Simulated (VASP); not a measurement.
# Sb2Pt (Geversite) under changes of volume

One of the cells (22.137 Å³/atom); the others are scaled copies at fixed shape and fractional positions:

```
Pt Sb
1.0
     6.42838    0.00000    0.00000
     0.00000    6.42838    0.00000
     0.00000    0.00000    6.42838
Pt Sb
4 8
Direct
  0.00000 0.50000 0.50000
  0.50000 0.50000 0.00000
  0.50000 0.00000 0.50000
  0.00000 0.00000 0.00000
  0.37455 0.12545 0.87455
  0.12545 0.87455 0.37455
  0.87455 0.37455 0.12545
  0.62545 0.62545 0.62545
  0.62545 0.87455 0.12545
  0.87455 0.12545 0.62545
  0.12545 0.62545 0.87455
  0.37455 0.37455 0.37455
```

| Item | Value |
| --- | --- |
| Program | VASP 6.6.1 |
| Functional | LDA |
| Potentials or basis | VASP PAW LDA potentials, release 64 (Pt, Sb) |
| Cutoff | 520 eV |
| k mesh | 4 × 4 × 4 |
| Occupations | fermi-dirac, width 0.05 eV |
| Spin | no spin polarisation |

```csv
volume (Å³/atom),energy over the lowest point (meV/atom),pressure (GPa),largest force (eV/Å)
21.252,?,?,?
21.694,3.75,2.7,0.033
22.137,0.00,0.0,0.015
22.580,3.21,-2.4,0.005
23.023,12.67,-4.5,0.022
```

What does the run at 21.252 Å³/atom give?

Energy over the lowest point 15.29 meV/atom; pressure 5.7 GPa; largest force 0.054 eV/Å.

Worked out: A Birch-Murnaghan fit of order 2 (a polynomial in V^(-2/3)) to the other rows has its minimum at 22.15 Å³/atom with B0 = V·E''(V) = 125 GPa at fixed shape and positions, which overstates the stiffness. It gives 15.12 meV/atom at 21.252 Å³/atom, against the run's 15.29, and -dE/dV = 5.6 GPa, against 5.7.

Energies are extrapolated to zero smearing.
